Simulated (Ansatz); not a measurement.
# ZrO2 (Cubic zirconia): lattice vibrations and screening

The task, for ZrO2 (Cubic zirconia): relax to small forces and stress and get the zone-centre modes.

The COD entry's cell or inner coordinates are ideal or old and differ from later refinements, so a difference from it is no clean test against experiment.

Computed with Ansatz 0.2.0 (DFT r2SCAN, scalar-relativistic, plane waves, PAW, unless a step's input says otherwise).

1 further run of the same task is left out (set aside as unsound or not needed).

### 1 The system as given

The structure is cubic, space group Fm-3m (No. 225). Conventional cell: a = 5.089 Å, b = 5.089 Å, c = 5.089 Å, α = 90.00°, β = 90.00°, γ = 90.00°. Zr (site symmetry m-3m) is surrounded by 8 O at 2.20 Å. Around O (site symmetry -43m) lie 4 Zr at 2.20 Å.

Structure file:

```cif
data_structure
_symmetry_space_group_name_H-M 'Fm-3m'
_symmetry_Int_Tables_number 225
_cell_length_a 5.0894
_cell_length_b 5.0894
_cell_length_c 5.0894
_cell_angle_alpha 90.000
_cell_angle_beta 90.000
_cell_angle_gamma 90.000
_cell_volume 131.83
loop_
_atom_site_label
_atom_site_type_symbol
_atom_site_symmetry_multiplicity
_atom_site_Wyckoff_symbol
_atom_site_fract_x
_atom_site_fract_y
_atom_site_fract_z
_atom_site_occupancy
Zr1 Zr 4 a 0.00000 0.00000 0.00000 1
O1 O 8 c 0.25000 0.75000 0.75000 1
```

This cell was relaxed beforehand with the same method: volume 10.99 Å³/atom, gap on the mesh 3.89 eV.

### 2 Relaxing to 0.001 eV/Å

Response functions are second derivatives at a minimum, so forces and stress are first brought close to zero on the mesh and occupations that the response runs use.

Input file input.yaml:

```yaml
crystal:
  lattice:
    - [0.0, 2.5447179878, 2.5447179878]
    - [2.5447179878, 0.0, 2.5447179878]
    - [2.5447179878, 2.5447179878, 0.0]
  atoms:
    - { symbol: Zr, position: [0.0, 0.0, 0.0] }
    - { symbol: O, position: [0.25, 0.25, 0.25] }
    - { symbol: O, position: [0.75, 0.75, 0.75] }
basis:
  ecutwfc: 500
kpoints:
  mp_grid: { grid: [8, 8, 8] }
hamiltonian:
  xc: r2scan
scf:
  occupations: { method: fixed }
output:
  forces: true
  stress: true
  eigenvalues: true
relax:
  adjacent_minimum: "off"
  f_tol: 0.001
  max_steps: 60
  cell: { stress_tol: 0.01 }
```

On the command line:

```
ansatz run input.yaml --threads 2 --pin off --max-ram 5120MiB --backend cpu --events-out ev --progress --plain --runs-dir out
```

Output, shortened:

```text
Warning: RAYON_NUM_THREADS=2 ignored (pool sized by the plan → 2); use --threads N
[...]
Pseudopotentials: kind: paw
Pseudopotential: Zr, paw, valence charge 12, recommended cutoff 500 eV (meta_gga), Zr.paw.azcp
Pseudopotential: O, paw, valence charge 6, recommended cutoff 500 eV (meta_gga), O.paw.azcp
Functional definition: r2SCAN
[...]
Crystal: 3 atoms, lattice volume = 32.957 Å³
Basis set: ecut = 500 eV, 869 PW (Γ), exchange–correlation on 108×108×108 points (64 copies of the dense FFT grid, shifted against one another)
Bands: 16, of which v1, the nominal top of the filled ones, is band 12 counted from 1 (11 counted from 0)
Symmetry: 48 space group operations
Space group: Fm-3m (ITA 225), of the structure as read, at distance tolerance 3.2e-5 Å
k-points: 29 of 512
[...]
SCF iter   1: F=—  HF=-5337.993815 eV  |F-HF|=—  |Δ(HF+E_count)|=         —  Δρ=1.63e-2  dr2=1.08e-1  dr2_τ=1.94e-1  ethr=1.77e-3  ⟨swp⟩=4.0  Hψ=2101  notcnv=0  defer=57
[...]
relax step   1: F+E_penalty+E_count = -5338.05939561 eV  Δ(F+E_penalty+E_count) = +0.000e0 eV  max|allowed force component| = 1.927e-18 eV/Å  Δτ_max = 0.0000 Å  P = -0.016 GPa  Ω = 32.957 Å³  (6 SCF iters, dr2 threshold 1.00e-7 eV, accepted)
[...]
SCF converged after 5 iterations
Free energy (F): -5338.059398 eV
[...]
E sigma→0 (E₀):  -5338.059398 eV
Fermi energy:    11.844558 eV
[...]
--- Forces (eV/Å), atoms counted from 1 ---
  atom   1  Zr    -0.00000000     0.00000000     0.00000000
  atom   2  O     -0.00000000     0.00000000     0.00000000
  atom   3  O      0.00000000    -0.00000000    -0.00000000
[...]
--- Stress (GPa, compression-positive) ---
        0.003138      -0.000000      -0.000000
       -0.000000       0.003138      -0.000000
       -0.000000      -0.000000       0.003138
  P = ⅓ Tr σ = 0.0031 GPa (0.031 kbar)
--- Band table (eV; the first three rows and the last of 29) ---
  k-point 0: bands = ["-37.7367", "-14.8258", "-14.8258", "-14.8258", "-7.3529", "-4.8233", "6.5270", "6.5270", "6.5270", "11.2955", "11.2955", "11.2955", "15.7312", "15.7312", "19.0337", "21.8146"]
[...]
--- Relaxed structure (2 steps of the walk, 2 accepted, 1 SCFs on fresh bases) ---
  F+E_penalty+E_count = -5338.05939786 eV   max|allowed force component| = 9.252e-18 eV/Å   (the final SCF, on the basis selected at the relaxed cell)
  cell:  # Å, volume = 32.9546 Å³
    - [-2.547686016447794e-35, 2.544654142108816, 2.544654142108816]
    - [2.544654142108816, -2.2292252643918202e-35, 2.544654142108816]
    - [2.544654142108816, 2.544654142108816, 3.184607520559743e-36]
  atoms:
    - { symbol: Zr, position: [9.197639479862677e-37, -3.94184549136972e-37, 2.6278969942464794e-36] }
    - { symbol: O, position: [0.25, 0.25, 0.25] }
    - { symbol: O, position: [0.7499999999999999, 0.7499999999999999, 0.7499999999999999] }
```

It took 13 s on 2 threads of AMD EPYC (Zen 3), shared host; peak memory 0.42 GiB.

The steps of the relaxation:

```csv
step,energy from step 1 (eV/cell),largest force component (eV/Å),pressure (GPa),volume (Å³)
1,0.0000,0.0000,-0.02,32.96
2,0.0000,0.0000,0.00,32.95
3,0.0000,0.0000,0.00,32.95
```

Step 1 is the start. Step 3 repeats the geometry before it on a plane-wave basis chosen anew for that cell, so its energy need not be comparable with the rows above.

Lengths and angles in the start's conventional setting:

|  | before | after | change |
| --- | --- | --- | --- |
| a (Å) | 5.089 | 5.089 | 0.0 % |
| b (Å) | 5.089 | 5.089 | 0.0 % |
| c (Å) | 5.089 | 5.089 | 0.0 % |
| volume (Å³/atom) | 10.99 | 10.98 | 0.0 % |
| shortest distance (Å) | 2.204 | 2.204 | 0.0 % |
| space group (0.01 Å) | Fm-3m | Fm-3m | same |

Forces and stress were held to the start's 48 operations: a distortion of lower symmetry was not tested.

### 3 Linear response at Γ

Input file input.yaml:

```yaml
crystal:
  lattice:
    - [0.0, 2.5446541421, 2.5446541421]
    - [2.5446541421, 0.0, 2.5446541421]
    - [2.5446541421, 2.5446541421, 0.0]
  atoms:
    - { symbol: Zr, position: [0.0, 0.0, 0.0] }
    - { symbol: O, position: [0.25, 0.25, 0.25] }
    - { symbol: O, position: [0.75, 0.75, 0.75] }
basis:
  ecutwfc: 500
kpoints:
  mp_grid: { grid: [8, 8, 8] }
hamiltonian:
  xc: r2scan
scf:
  occupations: { method: fixed }
output:
  eigenvalues: true
phonons:
  method: dfpt
  dielectric: true
  rigid_motions: translations
  eigenvectors: true
```

On the command line:

```
ansatz run input.yaml --threads 2 --pin off --max-ram 5120MiB --backend cpu --events-out ev --progress --plain --runs-dir out
```

Output:

```text
Warning: RAYON_NUM_THREADS=2 ignored (pool sized by the plan → 2); use --threads N
Engine: ansatz 0.2.0, x86_64-unknown-linux-gnu
[... 4 set-up lines as earlier in the session ...]
  parameter k0 = 0.174
  parameter k1 = 0.065
  parameter a1 = 4.9479
  exchange = r2scan_x(k0 = k0, k1 = k1, a1 = a1)
  correlation = r2scan_c
Crystal: 3 atoms, lattice volume = 32.955 Å³
Basis set: ecut = 500 eV, 869 PW (Γ), exchange–correlation on 162×162×162 points (216 copies of the dense FFT grid, shifted against one another)
Bands: 16, of which v1, the nominal top of the filled ones, is band 12 counted from 1 (11 counted from 0)
[... 1 set-up line as earlier in the session ...]
k-points: 95 of 512 (irreducible under 4 space group operations, time reversal used)
Non-local potential: Zr, projectors of the file, l = 0: 3, l = 1: 2, l = 2: 2, l = 3: 2
Non-local potential: O, projectors of the file, l = 0: 2, l = 1: 2, l = 2: 1
PAW form: soft (Blöchl's): semilocal exchange-correlation on the pseudo side does not see the compensation charge
PAW frozen core: Zr, regenerated for the run's functional (the file was generated under x = pbe(κ = 0.804, μ = 0.2195149727645171), c = pbe(β = 0.06672455060314922))
PAW frozen core: O, regenerated for the run's functional (the file was generated under x = pbe(κ = 0.804, μ = 0.2195149727645171), c = pbe(β = 0.06672455060314922))
PAW one-centre angular grid: Zr, 590 points (default); XC on 160 Gauss nodes
PAW one-centre angular grid: O, 302 points (default); XC on 160 Gauss nodes
Initial density: superposition of atomic densities (neutral atoms: chi_scale 0, normalization atom), corrected by the library's trained network
Initial wavefunctions: pseudopotential atomic-orbital guess
Functional: x = r2scan, c = r2scan; τ floored in thin density (d = 2e-4 eV/Å³)
SCF iter   1: F=—  HF=-5337.993774 eV  |F-HF|=—  |Δ(HF+E_count)|=         —  Δρ=1.63e-2  dr2=1.08e-1  dr2_τ=1.94e-1  ethr=1.77e-3  ⟨swp⟩=4.0  Hψ=6898  notcnv=0  defer=188
preconditioner: auto → none  [insulator: Δε(μ)=4.236 eV  Ē_g=18.389 eV  n_scr=14 (ndim 8)  ℏωp=30.3 eV  f_vac=0.025  ε∞_Penn≈3.7]
SCF iter   2: F=—  HF=-5338.065395 eV  |F-HF|=—  |Δ(HF+E_count)|=   7.16e-2  Δρ=1.21e-2  dr2=2.72e-2  dr2_τ=1.02e-2  ethr=4.49e-4  ⟨swp⟩=2.0  Hψ=3216  notcnv=0  defer=190
SCF iter   3: F=—  HF=-5338.059062 eV  |F-HF|=—  |Δ(HF+E_count)|=   6.33e-3  Δρ=3.32e-3  dr2=1.61e-3  dr2_τ=2.23e-4  ethr=1.13e-4  ⟨swp⟩=2.0  Hψ=2359  notcnv=0  defer=190
SCF iter   4: F=—  HF=-5338.059390 eV  |F-HF|=—  |Δ(HF+E_count)|=   3.28e-4  Δρ=7.90e-4  dr2=7.96e-5  dr2_τ=1.97e-5  ethr=6.71e-6  ⟨swp⟩=2.3  Hψ=2419  notcnv=0  defer=190
SCF iter   5: F=—  HF=-5338.059401 eV  |F-HF|=—  |Δ(HF+E_count)|=   1.05e-5  Δρ=9.37e-5  dr2=7.14e-7  dr2_τ=2.41e-7  ethr=3.32e-7  ⟨swp⟩=2.1  Hψ=2158  notcnv=0  defer=31
SCF iter   6: F=—  HF=-5338.059403 eV  |F-HF|=—  |Δ(HF+E_count)|=   1.83e-6  Δρ=1.28e-5  dr2=1.72e-8  dr2_τ=9.71e-9  ethr=2.97e-9  ⟨swp⟩=2.1  Hψ=2495  notcnv=0
SCF iter   7: F=—  HF=-5338.059403 eV  |F-HF|=—  |Δ(HF+E_count)|=   9.07e-9  Δρ=3.75e-6  dr2=4.66e-9  dr2_τ=3.19e-10  ethr=7.17e-11  ⟨swp⟩=2.0  Hψ=2595  notcnv=0
SCF iter   8: F=—  HF=-5338.059403 eV  |F-HF|=—  |Δ(HF+E_count)|=  6.00e-10  Δρ=1.02e-6  dr2=3.38e-10  dr2_τ=9.58e-12  ethr=1.94e-11  ⟨swp⟩=2.4  Hψ=2064  notcnv=0
SCF iter   9: F=-5338.059403 eV  HF=-5338.059403 eV  |F-HF|=8.19e-12  |Δ(HF+E_count)|=  3.73e-11  Δρ=1.23e-7  dr2=4.14e-12  dr2_τ=3.64e-13  ethr=1.00e-12  ⟨swp⟩=7.9  Hψ=8631  notcnv=0
SCF 1 converged in 9 iterations: F = -5338.059403 eV  dr2 = 4.14e-12
DFPT response loops at Γ: preconditioner auto → none (the input reference at scf.mixing.eps_inf says where Resta's filter doesn't serve); β = 0.50; Broyden in place of MSR1
SCF converged after 9 iterations
Free energy (F): -5338.059403 eV
Harris-Foulkes:  -5338.059403 eV  (|F-HF|=8.19e-12)
Internal energy: -5338.059403 eV  (E = F + TS)
E sigma→0 (E₀):  -5338.059403 eV
Fermi energy:    11.844557 eV
--- Per-component energies (eV) ---
  E_band       = -80.359430
  E_kinetic    = 689.423635
  E_local      = -1139.402643  (includes V_loc(G=0)·N_el)
  E_nonlocal   = 169.276693
  E_hartree    = 376.851195
  E_xc         = -305.740470
  E_vxc        = -426.450060  (∫ρ·V_xc dr)
  E_paw        = -3289.492404  (= ΣΔE_a)
  E_vpaw       = -152.708240  (= ΣTr[D̂ρ^β])
  E_aug_tail   = 0.001928  (compensation charges beyond the density's cutoff)
  E_vtau       = 25.796826  (kinetic-family band-sum trace: ∫τ·v_τ [+ j·A + Jᵃ·Aᵃ] dr)
  E_ewald      = -1838.748713
  E_core_change = -0.228623  (= ΣΔE_core)
  E_smearing   = -0.000000  (= −TS)
  E_closure    = 0.000000  (closes the sum)
  Σ components = -5338.059403   (vs F -5338.059403, Δ=0.00e0)
--- Band table (eV; the first three rows and the last of 95) ---
  k-point 0: bands = ["-37.7367", "-14.8258", "-14.8258", "-14.8258", "-7.3529", "-4.8233", "6.5270", "6.5270", "6.5270", "11.2955", "11.2955", "11.2955", "15.7312", "15.7312", "19.0337", "21.8146"]
  k-point 1: bands = ["-37.7295", "-14.9455", "-14.8363", "-14.8363", "-7.1290", "-4.9756", "6.6805", "6.6805", "6.9486", "10.9318", "11.0300", "11.0300", "16.0012", "16.0012", "19.4877", "21.2929"]
  k-point 2: bands = ["-37.7122", "-15.2136", "-14.8616", "-14.8616", "-6.6550", "-5.2440", "7.0594", "7.0594", "7.9447", "10.1995", "10.5456", "10.5456", "16.3965", "16.3965", "19.1907", "21.1431"]
  k-point 94: bands = ["-37.6713", "-15.3259", "-15.3259", "-15.0058", "-5.5944", "-5.5944", "7.0513", "7.1348", "9.4234", "9.4234", "10.4668", "11.6320", "16.7589", "16.9476", "18.6797", "18.6797"]
--- Phonons (Γ-DFPT): 2 representative perturbations + reference, on 95 of 512 k-points (Σ response iterations 12) ---
  k mesh reduced under 4 symmetry operations, with k and −k counted as one. Each operation leaves every solved perturbation unchanged. A smaller set is not considered because the functional reads the kinetic-energy density
  ASR residual: 1.896e-4 → 0.000e0 eV/Å²; symmetrization residual: 5.670e-7 eV/Å²
  ASR residual per site (eV/Å²): 5.53e-5 1.90e-4 1.90e-4
  Γ frequencies (cm⁻¹): 0.00 0.00 0.00 242.89 242.89 242.89 573.85 573.85 573.85
  ε∞ (high-frequency dielectric tensor):
        5.320813    -0.000000    -0.000000
        0.000000     5.320813     0.000000
        0.000000    -0.000000     5.320813
  ε⁰ (static dielectric tensor: ions relaxed, cell fixed):
       39.851714     0.000000     0.000000
        0.000000    39.851714     0.000000
        0.000000     0.000000    39.851714
  ε⁰ − ε∞ (ionic part):
       34.530901     0.000000     0.000000
        0.000000    34.530901     0.000000
        0.000000     0.000000    34.530901
  softest optical mode at Γ: 242.89 cm⁻¹; the repairs (sum rule, projections) moved no ω² at Γ by more than (1.82 cm⁻¹)²
  Born effective charges Z* (e; rows j = field, columns β = displacement):
    site 0:
         5.68490    0.00000   -0.00000
         0.00000    5.68490   -0.00000
        -0.00000    0.00000    5.68490
    site 1:
        -2.84245   -0.00000    0.00000
         0.00000   -2.84245    0.00000
        -0.00000   -0.00000   -2.84245
    site 2:
        -2.84245   -0.00000   -0.00000
        -0.00000   -2.84245   -0.00000
         0.00000   -0.00000   -2.84245
  Z* charge neutrality: 6.497e-5 e pre-enforcement
  k-mesh period / interband length: 28.8 Å / 1.23 Å = 23.35 at k = (0.0000, 0.0000, 0.0000), direct gap 4.436 eV — 14 or more, which is no proof of convergence
  optical modes at Γ without the LO–TO term, one row a degenerate level:
      ω (cm⁻¹)  modes    IR ((D/Å)²/amu)
        242.89      3            94.4253
        573.85      3             0.0000
  optical modes at Γ + LO–TO along q̂ = [1.0000, 0.0000, 0.0000]:
      ω (cm⁻¹)  modes    IR ((D/Å)²/amu)
        242.89      2            62.9502
        573.85      3             0.0000
        664.72      1            31.4751
  optical modes at Γ + LO–TO along q̂ = [0.0000, 1.0000, 0.0000]:
      ω (cm⁻¹)  modes    IR ((D/Å)²/amu)
        242.89      2            62.9502
        573.85      3             0.0000
        664.72      1            31.4751
  optical modes at Γ + LO–TO along q̂ = [0.0000, 0.0000, 1.0000]:
      ω (cm⁻¹)  modes    IR ((D/Å)²/amu)
        242.89      2            62.9502
        573.85      3             0.0000
        664.72      1            31.4751
```

Run time: 1.9 min. Hardware: 2 threads of AMD EPYC (Zen 3), shared host; peak memory 1.4 GiB.

The optical modes at Γ, the three translations left out and without the macroscopic field of LO modes (i: imaginary):

```tsv
cm⁻¹	meV	modes	IR intensity ((D/Å)²/amu)
243	30.1	3	94.43
574	71.1	3	0.00
```

Displacements in the lowest optical mode (243 cm⁻¹), eigenvector over the root of the mass, scaled so that the longest move is 1. It is one member of a degenerate level, so its direction within the level is arbitrary.

```tsv
atom	x	y	z
Zr1	0.00	0.04	0.35
O2	0.00	-0.11	-0.99
O3	0.00	-0.11	-0.99
```

Displacements in the highest mode (574 cm⁻¹), eigenvector over the root of the mass, scaled so that the longest move is 1. It is one member of a degenerate level, so its direction within the level is arbitrary.

```tsv
atom	x	y	z
Zr1	0.00	0.00	0.00
O2	-0.02	-0.13	-0.99
O3	0.02	0.13	0.99
```

Born effective charges (e), diagonal parts, one row a distinct site:

```tsv
atom	Z*xx	Z*yy	Z*zz	mean
Zr1	5.68	5.68	5.68	5.68
O2	-2.84	-2.84	-2.84	-2.84
```

Each polar mode adds Δε = (4.92064×10⁷/V)·S/ν² along x (S its oscillator strength in e²/amu, ν in cm⁻¹, V = 32.95 Å³):

```tsv
ν (cm⁻¹)	S_xx	Δε
242.9	1.3643	34.53
```

The sum is 34.53; with ε∞,xx = 5.32 that makes 39.85, and the run's static tensor has 39.85.

For a wave vector along x the longitudinal modes lie at 665 cm⁻¹. The Lyddane–Sachs–Teller product Π(ν_LO/ν_TO)² = 7.49 matches ε0/ε∞ = 7.49.

### 4 Summary of results

```
                                 quantity                value
optical modes at Γ (without the LO field)      243 to 574 cm⁻¹
                     ε∞, principal values                 5.32
                    ε0 with the ions free                 39.9
                        mean Born charges  Zr +5.68, O -2.84 e
                   LO modes for q along x             665 cm⁻¹
```

What this shows: No zone-centre mode is imaginary. That tests stability at Γ alone. The ions give 87 % of the static dielectric constant.
